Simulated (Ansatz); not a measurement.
**Ionic part of the dielectric constant of BN at 18 GPa, mode by mode**

Method: DFT LDA, scalar-relativistic, plane waves, PAW (Ansatz 0.2.0). Settings: 420 eV plane-wave cutoff, Γ-centred 12×12×12 mesh, fixed occupations. No spin polarisation. Phonons by linear response, acoustic sum rule imposed.

The structure is trigonal, space group R3m (No. 160). The conventional cell has a = 2.460 Å, b = 2.460 Å, c = 7.931 Å, α = 90.00°, β = 90.00°, γ = 120.00°. Around B (site symmetry 3m) lie 3 N at 1.42 Å. N (site symmetry 3m) has 3 B at 1.42 Å as nearest neighbours.

The crystal is built of layers and no dispersion correction was added, so the binding between them is poorly described, and with it their spacing and whatever depends on it.

The primitive cell has V = 13.85 Å³ and ε∞,yy = 5.543. Each polar mode adds Δε = (4.92064×10⁷/V)·S/ν² along y, with S its oscillator strength in e²/amu, ν in cm⁻¹ and V in Å³.

Question: From these modes, find each Δε and ε0,yy.
```tsv
ν (cm⁻¹)	S_yy (e²/amu)
1450.4	1.136
```

Answer:
```json
{"ν (cm⁻¹)": "1450.4", "Δε": "1.92"}
```

The sum is 1.918, so ε0,yy = 7.46; the run's tensor has 7.46.

Question: Where do the longitudinal modes lie for a wave vector along y?

Answer: At 1683 cm⁻¹. The Lyddane–Sachs–Teller product Π(ν_LO/ν_TO)² = 1.35 matches ε0/ε∞ = 1.35.

This form isn't the usual stable structure of the compound at low pressure.

Cost: 1 run of about 0.31 core-minutes, on Intel Xeon 6975P-C (Granite Rapids) (shared hosts).